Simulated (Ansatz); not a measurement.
Crystal: Mg.

```
CELL_PARAMETERS angstrom
-1.83599 1.83599 1.67940
1.83599 -1.83599 1.67940
1.83599 1.83599 -1.67940
ATOMIC_POSITIONS crystal
Mg 0.00000 0.00000 0.00000
```

This isn't the form of Mg at room conditions, which is hcp.

```yaml
Program: Ansatz 0.2.0
Task: single point
Functional: PBE
Potentials_or_basis: all-electron LAPW, scalar-relativistic
Cutoff: 115 eV (chosen from the basis error)
Basis_error_allowed: 0.001 eV/atom
k_mesh: 11 × 11 × 11
Occupations: fermi-dirac, width 0.05 eV
Spin: no spin polarisation
```

On this cell: pressure 0.6 GPa; band gap on the k mesh none (metal or under the smearing width).

The same run follows on a disturbed copy (cell strained at random at fixed volume):

```
Mg
1.0
    -1.78838    1.82401    1.69227
     1.82438   -1.82503    1.73276
     1.79404    1.83070   -1.69339
Mg
1
Direct
  0.00166 0.01882 0.01069
```

Question: What changes?

Answer: The energy (extrapolated to zero smearing) moves by -0.4 meV/atom; pressure 0.4 GPa; band gap on the k mesh none (metal or under the smearing width).

Stress tensor (GPa, compression positive):
```
 0.44 -0.06 -0.74
-0.06  0.05  0.01
-0.74  0.01  0.83
```
